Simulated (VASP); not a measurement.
# GeF2 (Fm-3m): band edges, masses and strain, part 7 of 8

Wanted: where the band edges of GeF2 lie, how heavy the carriers are and how strain moves the gap. The cell is generated by rule, not measured, and may not be a known phase.

VASP 6.6.1, plane waves and PAW; the level of theory is named at each step.

So far, least gap on mesh and path (eV): step 3 (bands on a dense mesh, LDA) 3.09; step 5 (bands with spin-orbit coupling, LDA, spin-orbit coupling) 3.09; step 8 (bands on the mesh of the strain series, LDA) 3.09; step 10 (bands of the strained cell, strain hydrostatic -0.5 %, LDA) 3.04.

## Step 13: Strained cell, atoms relaxed, strain along x -0.5 %

Level of this step: LDA; plane waves and PAW (Ge_d, F); invented cell (VASP).

The input, INCAR:

```
SYSTEM = GeF2
PREC = Accurate
ENCUT = 520
EDIFF = 1E-06
NELM = 100
ISMEAR = 0
SIGMA = 0.02
LREAL = .FALSE.
ALGO = Normal
GGA = CA
NBANDS = 20
LORBIT = 11
LWAVE = .FALSE.
LCHARG = .FALSE.
KPAR = 4
IBRION = 2
NSW = 30
ISIF = 2
EDIFFG = -0.003
```

The input, POSCAR:

```
GeF2
1.0
    0.0000000000      2.4738300000      2.4738300000
    2.4614608500      0.0000000000      2.4738300000
    2.4614608500      2.4738300000      0.0000000000
Ge F
1 2
Direct
    0.0000000000      0.0000000000      0.0000000000
    0.2500000000      0.2500000000      0.2500000000
    0.7500000000      0.7500000000      0.7500000000
```

The input, KPOINTS:

```
Automatic mesh
0
Gamma
10 10 10
0 0 0
```

PAW data sets: Ge_d and F (LDA family, release 64).

On the command line:

```sh
> mpirun -np 4 vasp_std
```

What it wrote:

```text
[... set-up lines as in an earlier step ...]
 entering main loop
       N       E                     dE             d eps       ncg     rms          rms(c)
DAV:   1     0.247837707491E+03    0.24784E+03   -0.15104E+04  5016   0.359E+03
DAV:   2     0.121935202306E+02   -0.23564E+03   -0.22383E+03  4320   0.702E+02
DAV:   3    -0.150492073547E+02   -0.27243E+02   -0.26996E+02  4548   0.148E+02
DAV:   4    -0.157264428120E+02   -0.67724E+00   -0.67689E+00  4572   0.250E+01
[...]
DAV:  10    -0.145642698732E+02   -0.42968E-04   -0.78495E-04  5172   0.671E-01    0.246E-02
DAV:  11    -0.145642767694E+02   -0.68961E-05   -0.15322E-04  6052   0.289E-01    0.864E-03
DAV:  12    -0.145642771988E+02   -0.42943E-06   -0.64967E-06  5428   0.401E-02
   1 F= -.14564277E+02 E0= -.14564277E+02  d E =-.145643E+02
[...]
reached required accuracy - stopping structural energy minimisation
```

Wall time 12 s (4 MPI ranks of AMD EPYC 9R14 (Zen 4), shared host); peak memory 0.61 GiB; 42 s of CPU time.

From OUTCAR (step 13):

```text
  Total        9.0888138      9.0147313      9.0147313      0.0000000      0.0000000     -0.0000000
  in kB      483.3426946    479.4029865    479.4029865      0.0000000      0.0000000     -0.0000000
  external PRESSURE =     480.7162225 kB  Pullay stress =       0.0000000 kB

 POSITION                                       TOTAL-FORCE (eV/Angst)
 -----------------------------------------------------------------------------------
      0.00000      0.00000      0.00000         0.000000      0.000000     -0.000000
      1.23073      1.23691      1.23691         0.000000     -0.000000      0.000000
      3.69219      3.71075      3.71075        -0.000000      0.000000     -0.000000
 -----------------------------------------------------------------------------------
    total drift:                                0.000000      0.000000      0.000000

  FREE ENERGIE OF THE ION-ELECTRON SYSTEM (eV)
  ---------------------------------------------------
  free  energy   TOTEN  =       -14.5642771988 eV

  energy  without entropy=      -14.5642771988  energy(sigma->0) =      -14.56427720

[... 1 part as in an earlier step ...]

[... 3 further parts left out ...]
[key lines of the parts left out:]
E-fermi :   6.2245
```

The run keeps the 16 symmetry operations of its start, so it cannot find a distortion of lower symmetry.

The forces vanish from the start, and no atom moves.

## Step 14: Bands of the strained cell, strain along x -0.5 %

Changes to INCAR since step 13:

```diff
@@ -10,3 +10,3 @@
 GGA = CA
-NBANDS = 20
+NBANDS = 27
 LORBIT = 11
@@ -15,5 +15,2 @@
 KPAR = 4
-IBRION = 2
-NSW = 30
 ISIF = 2
-EDIFFG = -0.003
```

POSCAR is that of step 13.

KPOINTS is that of step 13.

The input, KPOINTS_OPT:

```
Line mode
16
Line-mode
Reciprocal
  0.00000000   0.00000000   0.00000000 GAMMA
  0.50000000   0.00000000   0.50000000 X

  0.50000000   0.00000000   0.50000000 X
  0.75251888   0.25251888   0.50000000 Y

  0.75251888   0.25251888   0.50000000 Y
  0.75251888   0.37625944   0.37625944 S

  0.75251888   0.37625944   0.37625944 S
  0.00000000   0.00000000   0.00000000 GAMMA

  0.00000000   0.00000000   0.00000000 GAMMA
  0.00000000  -0.50000000  -0.50000000 Z

  0.00000000  -0.50000000  -0.50000000 Z
  0.24748112  -0.37625944  -0.37625944 S1

  0.24748112  -0.37625944  -0.37625944 S1
  0.50000000   0.00000000   0.00000000 N

  0.50000000   0.00000000   0.00000000 N
  0.50000000  -0.25000000   0.25000000 P

  0.50000000  -0.25000000   0.25000000 P
  0.24748112  -0.50000000  -0.25251888 Y1

  0.24748112  -0.50000000  -0.25251888 Y1
  0.00000000  -0.50000000  -0.50000000 Z

  0.50000000   0.00000000   0.50000000 X
  0.50000000  -0.25000000   0.25000000 P
```

On the command line:

```sh
> mpirun -np 4 vasp_std
```

What it wrote:

```text
[... set-up lines as in an earlier step ...]
 entering main loop
       N       E                     dE             d eps       ncg     rms          rms(c)
DAV:   1     0.228484470928E+03    0.22848E+03   -0.13849E+04  7472   0.263E+03
DAV:   2     0.116439869291E+02   -0.21684E+03   -0.20014E+03  5911   0.599E+02
DAV:   3    -0.151521317059E+02   -0.26796E+02   -0.26541E+02  6010   0.116E+02
DAV:   4    -0.157303777610E+02   -0.57825E+00   -0.57790E+00  6207   0.177E+01
[...]
DAV:  10    -0.145642704031E+02   -0.53601E-04   -0.10253E-03  7253   0.533E-01    0.292E-02
DAV:  11    -0.145642764656E+02   -0.60625E-05   -0.14637E-04  8226   0.207E-01    0.826E-03
DAV:  12    -0.145642772073E+02   -0.74165E-06   -0.77224E-06  7243   0.317E-02
   1 F= -.14564277E+02 E0= -.14564277E+02  d E =-.182877E-75
 Start KPOINTS_OPT (optional k-point list driver)
k-point batch [1-102\176]
       N       E                     dE             ncg
DAV:   1    -0.129895635374E+04   -0.94294E+05     7468
DAV:   2    -0.230747985776E+05   -0.21776E+05     5844
DAV:   3    -0.257519627868E+05   -0.26772E+04     6046
DAV:   4    -0.258157220190E+05   -0.63759E+02     6303
DAV:   5    -0.258161953179E+05   -0.47330E+00     6127
DAV:   6    -0.258162009950E+05   -0.56771E-02     6317
DAV:   7    -0.258162010903E+05   -0.95272E-04     6182
DAV:   8    -0.258162010920E+05   -0.16988E-05     4608
DAV:   9    -0.258162010922E+05   -0.20144E-06     3586
k-point batch [103-176\176]
       N       E                     dE             ncg
DAV:   1     0.318574951869E+05   -0.85831E+05     5466
DAV:   2     0.158401512394E+05   -0.16017E+05     4309
DAV:   3     0.138957830484E+05   -0.19444E+04     4454
DAV:   4     0.138495848580E+05   -0.46198E+02     4609
DAV:   5     0.138492550943E+05   -0.32976E+00     4571
DAV:   6     0.138492512163E+05   -0.38781E-02     4629
DAV:   7     0.138492511509E+05   -0.65386E-04     4639
DAV:   8     0.138492511497E+05   -0.11732E-05     3432
DAV:   9     0.138492511496E+05   -0.15523E-06     2614
```

Elapsed: 31 s, on 4 MPI ranks; peak memory 0.85 GiB.

Parts of OUTCAR (step 14):

```text
  Total        9.0863476      9.0122576      9.0122576      0.0000000      0.0000000     -0.0000000
  in kB      483.2115410    479.2714392    479.2714392      0.0000000      0.0000000     -0.0000000
  external PRESSURE =     480.5848065 kB  Pullay stress =       0.0000000 kB

 POSITION                                       TOTAL-FORCE (eV/Angst)
 -----------------------------------------------------------------------------------
      0.00000      0.00000      0.00000         0.000000     -0.000000     -0.000000
      1.23073      1.23691      1.23691         0.000000     -0.000000     -0.000000
      3.69219      3.71075      3.71075        -0.000000      0.000000      0.000000
 -----------------------------------------------------------------------------------
    total drift:                                0.000000      0.000000      0.000000

  FREE ENERGIE OF THE ION-ELECTRON SYSTEM (eV)
  ---------------------------------------------------
  free  energy   TOTEN  =       -14.5642772073 eV

  energy  without entropy=      -14.5642772073  energy(sigma->0) =      -14.56427721

[... 1 part as in an earlier step ...]

[... 2 further parts left out ...]
[key lines of the parts left out:]
E-fermi :   6.3088
```

The run ends at a pressure of 48.06 GPa.

## Step 15: Strained cell, atoms relaxed, strain along x 0.5 %

Changes to INCAR since step 14:

```diff
@@ -10,3 +10,3 @@
 GGA = CA
-NBANDS = 27
+NBANDS = 20
 LORBIT = 11
@@ -15,2 +15,5 @@
 KPAR = 4
+IBRION = 2
+NSW = 30
 ISIF = 2
+EDIFFG = -0.003
```

The input, POSCAR:

```
GeF2
1.0
    0.0000000000      2.4738300000      2.4738300000
    2.4861991500      0.0000000000      2.4738300000
    2.4861991500      2.4738300000      0.0000000000
Ge F
1 2
Direct
    0.0000000000      0.0000000000      0.0000000000
    0.2500000000      0.2500000000      0.2500000000
    0.7500000000      0.7500000000      0.7500000000
```

KPOINTS is that of step 14.

On the command line:

```sh
> mpirun -np 4 vasp_std
```

What it wrote:

```text
[... set-up lines as in an earlier step ...]
 entering main loop
       N       E                     dE             d eps       ncg     rms          rms(c)
DAV:   1     0.241994588273E+03    0.24199E+03   -0.15228E+04  5056   0.356E+03
DAV:   2     0.112559652403E+02   -0.23074E+03   -0.21920E+03  4232   0.677E+02
DAV:   3    -0.151776183250E+02   -0.26434E+02   -0.26195E+02  4624   0.147E+02
DAV:   4    -0.158194770716E+02   -0.64186E+00   -0.64144E+00  4536   0.241E+01
[...]
DAV:  10    -0.146533169486E+02   -0.47947E-04   -0.78296E-04  5100   0.655E-01    0.246E-02
DAV:  11    -0.146533224203E+02   -0.54716E-05   -0.14530E-04  6024   0.293E-01    0.906E-03
DAV:  12    -0.146533226052E+02   -0.18489E-06   -0.68488E-06  5416   0.468E-02
   1 F= -.14653323E+02 E0= -.14653323E+02  d E =-.146533E+02
[...]
reached required accuracy - stopping structural energy minimisation
```

Elapsed: 12 s, on 4 MPI ranks; peak memory 0.61 GiB; 43 s of CPU time.

OUTCAR, selected parts (step 15):

```text
  Total        8.5359740      8.6099995      8.6099995      0.0000000      0.0000000     -0.0000000
  in kB      449.4258568    453.3233538    453.3233538      0.0000000      0.0000000     -0.0000000
  external PRESSURE =     452.0241881 kB  Pullay stress =       0.0000000 kB

 POSITION                                       TOTAL-FORCE (eV/Angst)
 -----------------------------------------------------------------------------------
      0.00000      0.00000      0.00000         0.000000      0.000000      0.000000
      1.24310      1.23691      1.23691        -0.000000     -0.000000     -0.000000
      3.72930      3.71075      3.71075         0.000000      0.000000      0.000000
 -----------------------------------------------------------------------------------
    total drift:                                0.000000      0.000000      0.000000

  FREE ENERGIE OF THE ION-ELECTRON SYSTEM (eV)
  ---------------------------------------------------
  free  energy   TOTEN  =       -14.6533226052 eV

  energy  without entropy=      -14.6533226052  energy(sigma->0) =      -14.65332261

[... 2 parts as in an earlier step ...]

[... 2 further parts left out ...]
[key lines of the parts left out:]
E-fermi :   5.9598
```

The forces vanish from the start, and no atom moves.

## Step 16: Bands of the strained cell, strain along x 0.5 %

Changes to INCAR since step 15:

```diff
@@ -10,3 +10,3 @@
 GGA = CA
-NBANDS = 20
+NBANDS = 27
 LORBIT = 11
@@ -15,5 +15,2 @@
 KPAR = 4
-IBRION = 2
-NSW = 30
 ISIF = 2
-EDIFFG = -0.003
```

POSCAR is that of step 15.

KPOINTS is that of step 15.

The input, KPOINTS_OPT:

```
Line mode
16
Line-mode
Reciprocal
  0.00000000   0.00000000   0.00000000 GAMMA
 -0.50000000  -0.50000000   0.00000000 X

 -0.50000000  -0.50000000   0.00000000 X
 -0.74751863  -0.50000000  -0.24751863 Y

 -0.74751863  -0.50000000  -0.24751863 Y
 -0.74751863  -0.37375931  -0.37375931 S

 -0.74751863  -0.37375931  -0.37375931 S
  0.00000000   0.00000000   0.00000000 GAMMA

  0.00000000   0.00000000   0.00000000 GAMMA
  0.00000000   0.50000000   0.50000000 Z

  0.00000000   0.50000000   0.50000000 Z
 -0.25248137   0.37375931   0.37375931 S1

 -0.25248137   0.37375931   0.37375931 S1
 -0.50000000   0.00000000   0.00000000 N

 -0.50000000   0.00000000   0.00000000 N
 -0.50000000  -0.25000000   0.25000000 P

 -0.50000000  -0.25000000   0.25000000 P
 -0.25248137   0.24751863   0.50000000 Y1

 -0.25248137   0.24751863   0.50000000 Y1
  0.00000000   0.50000000   0.50000000 Z

 -0.50000000  -0.50000000   0.00000000 X
 -0.50000000  -0.25000000   0.25000000 P
```

On the command line:

```sh
> mpirun -np 4 vasp_std
```

What it wrote:

```text
[... set-up lines as in an earlier step ...]
 entering main loop
       N       E                     dE             d eps       ncg     rms          rms(c)
DAV:   1     0.227864914775E+03    0.22786E+03   -0.13827E+04  7540   0.265E+03
DAV:   2     0.115850736398E+02   -0.21628E+03   -0.19972E+03  5935   0.602E+02
DAV:   3    -0.152267560714E+02   -0.26812E+02   -0.26567E+02  6076   0.115E+02
DAV:   4    -0.158225731888E+02   -0.59582E+00   -0.59552E+00  6225   0.178E+01
[...]
DAV:  10    -0.146533183084E+02   -0.59364E-04   -0.10381E-03  7212   0.524E-01    0.307E-02
DAV:  11    -0.146533220010E+02   -0.36926E-05   -0.14156E-04  8209   0.216E-01    0.851E-03
DAV:  12    -0.146533226212E+02   -0.62021E-06   -0.81983E-06  7496   0.338E-02
   1 F= -.14653323E+02 E0= -.14653323E+02  d E =-.444544E-79
 Start KPOINTS_OPT (optional k-point list driver)
k-point batch [1-102\176]
       N       E                     dE             ncg
DAV:   1    -0.151842232947E+04   -0.92992E+05     7485
DAV:   2    -0.233589100563E+05   -0.21840E+05     5943
DAV:   3    -0.260404126673E+05   -0.26815E+04     6046
DAV:   4    -0.261047423445E+05   -0.64330E+02     6285
DAV:   5    -0.261052233899E+05   -0.48105E+00     6137
DAV:   6    -0.261052293719E+05   -0.59820E-02     6296
DAV:   7    -0.261052294761E+05   -0.10425E-03     6086
DAV:   8    -0.261052294780E+05   -0.19082E-05     4681
DAV:   9    -0.261052294783E+05   -0.23376E-06     3550
k-point batch [103-176\176]
       N       E                     dE             ncg
DAV:   1     0.307081795243E+05   -0.85200E+05     5483
DAV:   2     0.148520104905E+05   -0.15856E+05     4324
DAV:   3     0.129107671267E+05   -0.19412E+04     4466
DAV:   4     0.128639526251E+05   -0.46815E+02     4596
DAV:   5     0.128636091751E+05   -0.34345E+00     4636
DAV:   6     0.128636050544E+05   -0.41207E-02     4592
DAV:   7     0.128636049835E+05   -0.70914E-04     4643
DAV:   8     0.128636049821E+05   -0.13489E-05     3423
DAV:   9     0.128636049819E+05   -0.17034E-06     2638
```

Run time: 31 s. Hardware: 4 MPI ranks; peak memory 0.83 GiB; 2 min of CPU time.

OUTCAR, selected parts (step 16):

```text
  Total        8.5339806      8.6080171      8.6080171      0.0000000      0.0000000     -0.0000000
  in kB      449.3209010    453.2189826    453.2189826      0.0000000      0.0000000     -0.0000000
  external PRESSURE =     451.9196221 kB  Pullay stress =       0.0000000 kB

 POSITION                                       TOTAL-FORCE (eV/Angst)
 -----------------------------------------------------------------------------------
      0.00000      0.00000      0.00000         0.000000      0.000000     -0.000000
      1.24310      1.23691      1.23691         0.000000      0.000000      0.000000
      3.72930      3.71075      3.71075        -0.000000     -0.000000     -0.000000
 -----------------------------------------------------------------------------------
    total drift:                                0.000000      0.000000      0.000000

  FREE ENERGIE OF THE ION-ELECTRON SYSTEM (eV)
  ---------------------------------------------------
  free  energy   TOTEN  =       -14.6533226212 eV

  energy  without entropy=      -14.6533226212  energy(sigma->0) =      -14.65332262

[... 2 parts as in an earlier step ...]

[... 1 further part left out ...]
[key lines of the parts left out:]
E-fermi :   6.1214
```

Within 0.02 Å the cell has space group Fm-3m; at a tight tolerance a small distortion makes it I4/mmm.

The electronic bands at the labelled points (eV, zero at the valence-band top; v1 is the highest filled band, c1 the lowest empty one):

| point | v4 | v3 | v2 | v1 | c1 | c2 | c3 | c4 |
| --- | --- | --- | --- | --- | --- | --- | --- | --- |
| Γ | -5.20 | -5.14 | -5.14 | -4.68 | 4.85 | 4.85 | 4.87 | 11.24 |
| 0.47 of the way | -5.69 | -4.85 | -4.79 | -1.80 | 3.35 | 6.35 | 6.38 | 10.93 |
| X | -4.49 | -4.43 | -4.17 | -0.62 | 3.51 | 7.41 | 8.02 | 8.05 |
| 0.47 of the way | -5.08 | -4.45 | -4.21 | -0.35 | 4.13 | 7.37 | 7.43 | 8.17 |
| Y | -6.64 | -4.35 | -4.31 | 0.00 | 5.73 | 5.83 | 7.33 | 8.40 |
| 0.53 of the way | -5.88 | -4.54 | -4.31 | -0.06 | 5.10 | 6.38 | 7.55 | 8.32 |
| S | -5.38 | -4.85 | -4.30 | -0.10 | 4.86 | 6.55 | 7.77 | 8.22 |
| 0.53 of the way | -6.22 | -6.14 | -4.81 | -1.30 | 4.19 | 5.88 | 6.24 | 12.25 |
| Γ | -5.20 | -5.14 | -5.14 | -4.68 | 4.85 | 4.85 | 4.87 | 11.24 |
| 0.53 of the way | -5.43 | -4.73 | -4.73 | -1.46 | 3.24 | 6.68 | 6.68 | 10.29 |
| Z | -4.44 | -4.44 | -4.21 | -0.56 | 3.54 | 7.39 | 8.03 | 8.03 |
| 0.47 of the way | -4.69 | -4.54 | -4.23 | -0.42 | 3.88 | 7.31 | 7.89 | 7.98 |
| S1 | -5.38 | -4.85 | -4.30 | -0.10 | 4.86 | 6.55 | 7.77 | 8.22 |
| 0.47 of the way | -6.16 | -5.34 | -4.88 | -0.02 | 5.00 | 6.40 | 7.28 | 9.87 |
| N | -6.67 | -6.02 | -6.01 | -0.02 | 4.62 | 6.92 | 6.92 | 13.40 |
| 0.47 of the way | -6.76 | -5.06 | -4.94 | -0.03 | 5.02 | 6.35 | 7.32 | 9.80 |
| P | -6.70 | -4.31 | -4.30 | -0.03 | 5.77 | 5.77 | 7.37 | 8.33 |
| 0.47 of the way | -5.39 | -4.82 | -4.26 | -0.14 | 4.80 | 6.61 | 7.77 | 8.18 |
| Y1 | -6.64 | -4.35 | -4.31 | 0.00 | 5.73 | 5.83 | 7.33 | 8.40 |
| 0.53 of the way | -5.12 | -4.41 | -4.25 | -0.30 | 4.19 | 7.36 | 7.37 | 8.18 |
| Z | -4.44 | -4.44 | -4.21 | -0.56 | 3.54 | 7.39 | 8.03 | 8.03 |
| jump to X | -4.49 | -4.43 | -4.17 | -0.62 | 3.51 | 7.41 | 8.02 | 8.05 |
| 0.47 of the way | -5.14 | -4.40 | -4.21 | -0.35 | 4.15 | 7.38 | 7.39 | 8.16 |
| P | -6.70 | -4.31 | -4.30 | -0.03 | 5.77 | 5.77 | 7.37 | 8.33 |

Of the projections kept (Ge, F), the largest for each band there; the rest of the weight can lie on other orbitals:

| point | v4 | v3 | v2 | v1 | c1 | c2 | c3 | c4 |
| --- | --- | --- | --- | --- | --- | --- | --- | --- |
| Γ | F 0.93 | F 0.94 | F 0.94 | Ge 0.78 | Ge 0.93 | Ge 0.93 | Ge 0.93 | Ge 0.91 |
| X | F 0.98 | F 0.98 | F 1.00 | Ge 0.63 | Ge 0.80 | F 0.68 | Ge 0.64 | Ge 0.65 |
| Y | F 0.89 | F 0.99 | F 0.99 | Ge 0.53 | Ge 0.66 | Ge 0.66 | F 0.69 | Ge 0.93 |
| S | F 0.93 | F 0.97 | F 0.99 | Ge 0.54 | Ge 0.68 | F 0.51 | Ge 0.70 | Ge 0.81 |
| Γ | F 0.93 | F 0.94 | F 0.94 | Ge 0.78 | Ge 0.93 | Ge 0.93 | Ge 0.93 | Ge 0.91 |
| Z | F 0.98 | F 0.98 | F 1.00 | Ge 0.62 | Ge 0.79 | F 0.68 | Ge 0.65 | Ge 0.65 |

## Step 17: Deformation of the gap

This step: gap under strain, LDA; plane waves and PAW; invented cell (VASP 6.6.1).

The slopes are differences of the gaps above.

No new run; the numbers come from the runs before.

Where slopes are missing, an edge lies between the mesh points, and the path need not meet all the copies that this strain parts, so a lower one can be missed; linear strain along the axis, or along all three, without spin-orbit coupling; gaps are the least on mesh and path; a direction without two finished runs is left out; the two slopes differ by curvature, or where strain splits an edge or moves it to another point. Gap under strain:

| strain | gap at -0.5 % (eV) | gap unstrained (eV) | gap at +0.5 % (eV) | slope under compression (eV per unit strain) | slope under tension (eV per unit strain) |
| --- | --- | --- | --- | --- | --- |
| hydrostatic | 3.038 | 3.091 | 3.143 | 10.7 | 10.34 |
| along x | 3.021 | 3.091 | 3.083 | - | - |

(Continued in part 8 of 8.)

[Lines on the potential files, build, host, timing and source positions are cut from VASP's logs without a mark.]

[Logs are printed without paths, hosts, clocks, repeated set-up lines and the standing remarks that a program may print on its own settings, such as how far it seeks lower states.]

[Hosts, paths, dates, database ids (printed as entryN), source tags and the programs' standing remarks are cut or masked in the printed files.]

[In band tables of VASP the shares of atoms and orbitals are scaled to a sum of 1 inside the atoms' spheres.]

[Gaps and slopes under strain along one axis are those of the sampled path and mesh points; where strain splits equal valleys, another of them can be the edge.]
